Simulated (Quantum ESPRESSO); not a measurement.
Ni: phonons at U under several settings

```xyz
1
Lattice="0.0000 1.7376 1.7376 1.7376 0.0000 1.7376 1.7376 1.7376 0.0000" Properties=species:S:1:pos:R:3 pbc="T T T"
Ni    0.0000    0.0000    0.0000
```

All runs used Quantum ESPRESSO 7.5; potentials GBRV 1.5 PBEsol; k mesh 9 × 9 × 9; collinear spin, ferromagnetic start; cutoff 612 eV; occupations cold, width 0.2 eV.

```csv
level,geometry,volume (Å³/atom),pressure (GPa),frequencies (cm⁻¹)
PBEsol,relaxed at 0 GPa,10.33,-0.1,292 327 354
PBEsol,relaxed at 5 GPa,?,4.7,?
PBEsol,relaxed at 10 GPa,9.95,9.7,312 348 382
PBEsol,relaxed at 20 GPa,9.63,19.7,326 364 403
```

What stands in the row left open?

Volume 10.13 Å³/atom; frequencies 303 338 369 cm⁻¹.

Caveats: the mesh is thin for the phonons of a metal; the q point doesn't lie on the k mesh, which can shift a metal's frequencies strongly unless the mesh is converged; the cell is more than 3 GPa from zero pressure, which shifts response properties (some runs).

For the row left open. Caveat: the k mesh is coarse; the mesh is thin for the phonons of a metal; the cell is more than 3 GPa from zero pressure, which shifts response properties; the q point doesn't lie on the k mesh, which can shift a metal's frequencies strongly unless the mesh is converged.
